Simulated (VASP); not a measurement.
A run of VASP 6.6.1 is set up as follows.

File INCAR:

```
SYSTEM = LiF
PREC     = Accurate       ! precision mode
ENCUT    = 520            ! plane-wave cutoff, eV
EDIFF    = 1E-7           ! SCF threshold, eV
ISMEAR   = 0              ! smearing method
SIGMA    = 0.05           ! smearing width, eV
LREAL    = .FALSE.        ! projectors in reciprocal space
LASPH    = .TRUE.         ! aspherical terms in the spheres
NELM     = 80             ! most SCF steps
ALGO     = Normal         ! electronic algorithm
ISIF     = 2              ! what is computed and relaxed
LWAVE    = .FALSE.        ! write WAVECAR
LCHARG   = .TRUE.         ! write CHGCAR
LDIPOL   = .TRUE.       
IDIPOL   = 3            
DIPOL    = 0.5 0.5 0.500
GGA      = PE             ! functional
LELF     = .TRUE.         ! ELF
LVHAR    = .TRUE.       
LVACPOTAV= .TRUE.
```

Contents of KPOINTS:

```
regular mesh
0
G
  9 9 1
  0 0 0
```

The input POSCAR:

```
LiF
1.0
    2.8482261146      0.0000000000      0.0000000000
    0.0000000000      2.8482261146      0.0000000000
    0.0000000000      0.0000000000     25.0700000000
Li F
6 6
Direct
    0.5000000000      0.5000000000      0.2991623454
    0.0000000000      0.0000000000      0.3794974073
    0.5000000000      0.5000000000      0.4598324691
    0.0000000000      0.0000000000      0.5401675309
    0.5000000000      0.5000000000      0.6205025927
    0.0000000000      0.0000000000      0.7008376546
    0.0000000000      0.0000000000      0.2991623454
    0.5000000000      0.5000000000      0.3794974073
    0.0000000000      0.0000000000      0.4598324691
    0.5000000000      0.5000000000      0.5401675309
    0.0000000000      0.0000000000      0.6205025927
    0.5000000000      0.5000000000      0.7008376546
```

Potentials or basis: VASP PAW PBE potentials, release 64 (Li_sv, F).

Command:

```console
$ cat potpaw_PBE.64/Li_sv/POTCAR potpaw_PBE.64/F/POTCAR > POTCAR
$ mpirun -np 1 vasp_std > vasp.out
```

(1) What does it give for the ionisation potential of the upper face?

(2) Predict the band gap on the k mesh.

Answers

(1) 7.23 eV.

(2) 6.46 eV, indirect (least direct gap 6.46 eV).
